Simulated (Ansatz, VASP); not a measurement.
## WS2 in VASP and in Ansatz

```
W S
1.0
     3.18822    0.00000    0.00000
    -1.59411    2.76108    0.00000
     0.00000    0.00000   14.04432
W S
2 4
Cartesian
  0.0000 1.8407 3.5111
  1.5941 0.9204 10.5332
  0.0000 1.8407 8.9623
  1.5941 0.9204 1.9401
  0.0000 1.8407 12.1042
  1.5941 0.9204 5.0820
```

Alike in both runs: functional PBE; k mesh 6 × 6 × 2; occupations gaussian, width 0.1 eV; no spin polarisation.

Ansatz relaxed the structure, and its values are those at the end. VASP's run is a single point on that final structure, the one shown.

|  | VASP | Ansatz |
| --- | --- | --- |
| version | VASP 6.6.1 | Ansatz 0.2.0 |
| potentials or method | VASP PAW PBE potentials, release 64 (W_sv, S) | scalar-relativistic, plane waves, PAW |
| plane-wave cutoff (eV) | 520 | 420 |
| valence electrons in the cell | 52 | 52 |

VASP gave:

| Quantity | Value |
| --- | --- |
| gap on the k mesh at the Fermi level (eV) | 1.53 |
| least direct gap on the mesh (eV) | 1.78 |
| pressure (GPa) | 0.0 |

Q: Estimate Ansatz's values.

A: gap on the k mesh at the Fermi level (eV): 1.52; least direct gap on the mesh (eV): 1.78; pressure (GPa): 0.0.

Caveats: spin-orbit coupling is left out, which moves the levels of the heavy elements; this functional lacks dispersion, which binds the layers, so the pressure and a relaxed spacing across them are unreliable. As with any semilocal functional, this PBE gap is likely too small. A k mesh can miss the band edges.
